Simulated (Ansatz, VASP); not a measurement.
# Two plane-wave programs on Br

Contents of POSCAR:

```
Br
1.0
    3.5561452287     -2.1274589715      0.0000000000
    3.5561452287      2.1274589715      0.0000000000
    0.0000000000      0.0000000000      8.7699810166
Br
4
Direct
    0.8608174711      0.1391825289      0.1157818195
    0.6391825289      0.3608174711      0.6157818195
    0.1391825289      0.8608174711      0.8842181805
    0.3608174711      0.6391825289      0.3842181805
```

File INCAR.step1:

```
  PREC = Accurate
  ENCUT = 520
  ISMEAR = -1
  SIGMA = 0.05
  LREAL = F
  LASPH = T
  NELM = 100
  NBANDS = 22
  GGA = PE
  ALGO = Normal
  EDIFF = 1E-4
  LWAVE = T
  LCHARG = F
```

The input INCAR.step2:

```
  PREC = Accurate
  ENCUT = 520
  EDIFF = 1E-6
  ISMEAR = -1
  SIGMA = 0.05
  LREAL = F
  LASPH = T
  NELM = 100
  ALGO = Normal
  ISIF = 2
  LWAVE = F
  LCHARG = F
  METAGGA = R2SCAN
  LMIXTAU = T
  NBANDS = 22
  ISTART = 1
```

File KPOINTS:

```
Automatic mesh
0
Gamma
  5 5 3
```

Input for Ansatz:

```yaml
crystal:
  lattice:
    - [3.5561452287, -2.1274589715, 0.0]
    - [3.5561452287, 2.1274589715, 0.0]
    - [0.0, 0.0, 8.7699810166]
  atoms:
    - { symbol: Br, position: [0.8608174711, 0.1391825289, 0.1157818195] }
    - { symbol: Br, position: [0.6391825289, 0.3608174711, 0.6157818195] }
    - { symbol: Br, position: [0.1391825289, 0.8608174711, 0.8842181805] }
    - { symbol: Br, position: [0.3608174711, 0.6391825289, 0.3842181805] }
hamiltonian:
  xc: r2scan
  pseudopotentials:
    kind: paw
    azcp:
      Br: "pseudopotentials/Br.paw.azcp"
basis:
  ecutwfc: 500
  fft_grid_basis: typed
kpoints:
  mp_grid: { grid: [5, 5, 3], shift: [0, 0, 0] }
magnetization:
  spin_polarized: false
scf:
  occupations: { method: fermi_dirac, width: 0.05 }
  lower_state_search: "off"
output:
  stress: true
```

Alike in both runs: task single point; functional r2SCAN; k mesh 5 × 5 × 3; occupations fermi-dirac, width 0.05 eV; no spin polarisation.

|  | VASP | Ansatz |
| --- | --- | --- |
| version | VASP 6.6.1 | Ansatz 0.2.0 |
| potentials or method | VASP PAW PBE potentials, release 64 (Br) | plane waves (500 eV) with PAW, scalar-relativistic |
| plane-wave cutoff (eV) | 520 | 500 |
| valence electrons in the cell | 28 | 28 |

```csv
,VASP,Ansatz,Ansatz less VASP
pressure (GPa),-0.1,0.0,+0.03
```

Caveats: the PAW data sets were made with another functional, which shifts forces and pressure a little (VASP); an odd mesh through Γ misses points on the zone boundary, where band edges often lie. r2SCAN opens gaps a little over a GGA but as a rule still falls short of measured ones.
